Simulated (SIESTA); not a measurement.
The system is GaN.

```
Ga N
1.0
     0.00000    2.25350    2.25350
     2.25350    0.00000    2.25350
     2.25350    2.25350    0.00000
Ga N
1 1
Direct
  0.00000 0.00000 0.00000
  0.25000 0.25000 0.25000
```

The cell is a database's computed one.

Base run:

- Program: SIESTA 5.4.2
- Functional: LDA
- Potentials or basis: PseudoDojo 0.4 standard (LDA files)
- Basis: DZP (energy shift 0.003 Ry; two zetas on semicore shells)
- Grid cutoff: 800 Ry
- Energy shift: 0.003 Ry
- k mesh: 10 × 10 × 10
- Occupations: fermi-dirac, width 0.05 eV
- Spin: no spin polarisation

Its results: band gap on the k mesh 1.88 eV, direct; pressure -4.4 GPa.

Question: The run is repeated on the same cell with these changes: functional from LDA to PBEsol; potentials or basis from PseudoDojo 0.4 standard (LDA files) to PseudoDojo 0.4 standard (PBEsol files). What comes out?

Answer: Band gap on the k mesh 1.80 eV, direct; pressure 1.4 GPa.

Caveats: the basis of atomic orbitals isn't converged, which shifts pressures, moduli and gaps.
